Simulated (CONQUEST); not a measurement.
Runs of CONQUEST 1.3 on HfB2. All rows change the cell; the cell of one of them follows. The structure is hexagonal, space group P6/mmm (No. 191). The conventional cell has a = 3.054 Å, b = 3.054 Å, c = 3.385 Å, α = 90.00°, β = 90.00°, γ = 120.00°. Hf (site symmetry 6/mmm) has 12 B at 2.44 Å as nearest neighbours. B (site symmetry -6m2) is surrounded by 3 B at 1.76 Å. 

```tsv
task	level	potentials or basis	spin	cell	k mesh	smearing	mesh quality	gap on the mesh (eV)	pressure (GPa)	moment (μB)	largest force (eV/Å)
single point	B86bPBE	PseudoDojo NC LDA, DZP, grid cutoff 80 Ha	off	volume scaled by 0.92	6 × 6 × 4	fermi-dirac 0.027 eV	not flagged	none	(a)	-	0.02
single point	PBE	PseudoDojo NC PBE, SZ, grid cutoff 120 Ha	collinear, ferrimagnetic start	volume scaled by 0.92	7 × 7 × 4	methfessel-paxton of order 1 0.2 eV	not flagged	none	40.2	0.00	0.02
single point	BP86	PseudoDojo NC PBE, SZP, multi-site functions of range 5 bohr, grid cutoff 100 Ha	collinear, random start	edges of the box strained at random at fixed volume	6 × 6 × 4	fermi-dirac 0.027 eV	not flagged	none	16.4	0.00	0.05
density of states	PBE	PseudoDojo NC LDA, SZ, grid cutoff 80 Ha	off	atoms moved at random, drawn with an rms of 0.02 Å	7 × 7 × 4	fermi-dirac 0.027 eV	not flagged	none	-	-	-
```

Question: Estimate the missing entries.

Answer: (a) 23.1.

Caveats: the basis of atomic orbitals isn't converged, which shifts pressures, moduli and gaps; the potentials were made for another functional, which shifts forces and pressure (some runs); the atomic basis is small (some runs); the box holds several primitive cells, so bands are folded and the points are those of the box's own zone (some runs); multi-site functions contract the basis, which raises the energy a little and makes forces and stress less exact (some runs).

A k mesh can miss the band edges, and the runs leave out spin-orbit coupling on Hf.

A gap of «none» marks a metal or a gap under the smearing width.
